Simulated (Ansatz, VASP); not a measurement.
This is a calculation of PbS for Ansatz 0.2.0.

input.yaml

```yaml
crystal:
  lattice:
    - [3.653659, 0.0, 0.0]
    - [0.0, 3.653659, 0.0]
    - [0.0, 0.0, 3.653659]
  atoms:
    - { symbol: Pb, position: [0.0, 0.0, 0.0] }
    - { symbol: S, position: [0.5, 0.5, 0.5] }
hamiltonian:
  xc: pbe
  pseudopotentials: { kind: paw }
kpoints:
  mp_grid: { grid: [7, 7, 7] }
scf:
  occupations: { method: fermi_dirac, width: 0.05 }
output:
  forces: true
  stress: true
  eigenvalues: true
```

Potentials or basis: Ansatz PAW.

Run with:

```console
$ ansatz run input.yaml --threads 2 --pin off --max-ram 5120MiB --backend cpu --events-out ev --progress --plain --runs-dir out
```

Question: Translate it to VASP 6.6.1. Potentials there: VASP PAW PBE potentials, release 64 (Pb_d, S).

Answer: As run (the cutoff follows the program's own potentials):

INCAR

```
  PREC = Accurate
  ENCUT = 520
  EDIFF = 1E-7
  ISMEAR = -1
  SIGMA = 0.05
  LREAL = F
  LASPH = T
  NELM = 60
  ALGO = Normal
  ISIF = 2
  LWAVE = F
  LCHARG = F
  GGA = PE
  NBANDS = 17
```

File KPOINTS:

```
regular mesh
0
Gamma
  7 7 7
```

Contents of POSCAR:

```
PbS
1.0
    3.6536590000      0.0000000000      0.0000000000
    0.0000000000      3.6536590000      0.0000000000
    0.0000000000      0.0000000000      3.6536590000
Pb S
1 1
Direct
    0.0000000000      0.0000000000      0.0000000000
    0.5000000000      0.5000000000      0.5000000000
```

Potentials or basis: VASP PAW PBE potentials, release 64 (Pb_d, S).

Launch:

```bash
$ cat potpaw_PBE.64/Pb_d/POTCAR potpaw_PBE.64/S/POTCAR > POTCAR
$ mpirun -np 1 vasp_std > vasp.out
```

Both were run:

|  | VASP | Ansatz | Ansatz less VASP |
| --- | --- | --- | --- |
| gap on the k mesh at the Fermi level (eV) | 0.12 | 0.12 | -0.001 |
| least direct gap on the mesh (eV) | 1.44 | 1.45 | +0.003 |
| pressure (GPa) | -0.1 | 0.0 | +0.06 |

Caveats: spin-orbit coupling is left out, which as a rule narrows the gap of such compounds by several tenths of an eV (VASP); an odd mesh through Γ misses points on the zone boundary, where band edges often lie (VASP).
